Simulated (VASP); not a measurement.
A run of VASP 6.6.1:

INCAR

```
SYSTEM = Au
  PREC = Accurate
  ENCUT = 600
  EDIFF = 1E-6
  ISMEAR = 0
  SIGMA = 0.1
  LREAL = .False.
  LASPH = .True.
  NELM = 100
  ALGO = Normal
  ISIF = 3
  LWAVE = .False.
  LCHARG = .False.
  GGA = PE
  IBRION = 2
  NSW = 100
  EDIFFG = -0.01
```

The input KPOINTS:

```
Automatic mesh
0
Gamma
  20 20 20
  0 0 0
```

The input POSCAR:

```
Au
1.0
    2.7323802322      0.0000000000      0.0000000000
    0.0000000000      2.7323802322      0.0000000000
    0.0000000000      0.0000000000      2.7323802322
Au
1
Direct
    0.0000000000      0.0000000000      0.0000000000
```

Potentials or basis: VASP PAW PBE potentials, release 64 (Au).

Command:

```bash
$ cat potpaw_PBE.64/Au/POTCAR > POTCAR
$ mpirun -np 1 vasp_std > vasp.out
```

Hardware: 1 thread of Intel(R) Xeon(R) 6975P-C (Granite Rapids), on a shared host.

Estimate the wall time of this run.

Run time: 27 s on 1 thread of Intel(R) Xeon(R) 6975P-C (Granite Rapids), with other jobs on the host, peak memory 0.2 GiB. Counts: scf iterations 25, k points 286, ion steps 3.
